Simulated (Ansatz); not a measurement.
**AlN under changes of volume**

One of the cells (10.417 Å³/atom); the others are scaled copies at fixed shape and fractional positions:

```
Al N
1.0
     0.00000    2.18399    2.18399
     2.18399    0.00000    2.18399
     2.18399    2.18399    0.00000
Al N
1 1
Direct
  0.00000 0.00000 0.00000
  0.25000 0.25000 0.25000
```

Measurements of this composition are mostly on another form, of space group No. 186.

- Program: Ansatz 0.2.0
- Functional: PBEsol
- Dispersion: D4
- Potentials or basis: Ansatz PAW
- Cutoff: 420 eV (not typed: the program's choice for these potentials)
- k mesh: 10 × 10 × 10
- Occupations: fermi-dirac, width 0.05 eV
- Spin: no spin polarisation

```csv
volume (Å³/atom),energy over the lowest point (meV/atom),pressure (GPa),gap on the mesh (eV)
9.792,20.90,12.7,3.22
10.001,7.82,7.6,3.21
10.209,1.00,2.9,3.21
10.417,0.00,-1.3,3.20
10.626,4.16,-5.1,3.19
10.834,13.05,-8.5,3.18
11.042,?,?,?
```

**Question.** What does the run at 11.042 Å³/atom give?

**Answer.** Energy over the lowest point 26.26 meV/atom; pressure -11.7 GPa; gap on the mesh 3.16 eV.

Worked out: A Birch-Murnaghan fit of order 3 (a polynomial in V^(-2/3)) to the other rows has its minimum at 10.35 Å³/atom with B0 = V·E''(V) = 205 GPa and B' = 3.7. It gives 26.25 meV/atom at 11.042 Å³/atom, against the run's 26.26, and -dE/dV = -11.7 GPa, against -11.7. A straight line through the other rows of the gap, of slope -0.381 eV per unit of ln V, extrapolates to 3.18 eV, against the run's 3.16.

Energies are extrapolated to zero smearing.

Caveats: the PAW data sets come from PBE, with cores solved anew for the run's functional, which leaves a small shift of forces and pressure.

A mesh can miss the band edges.
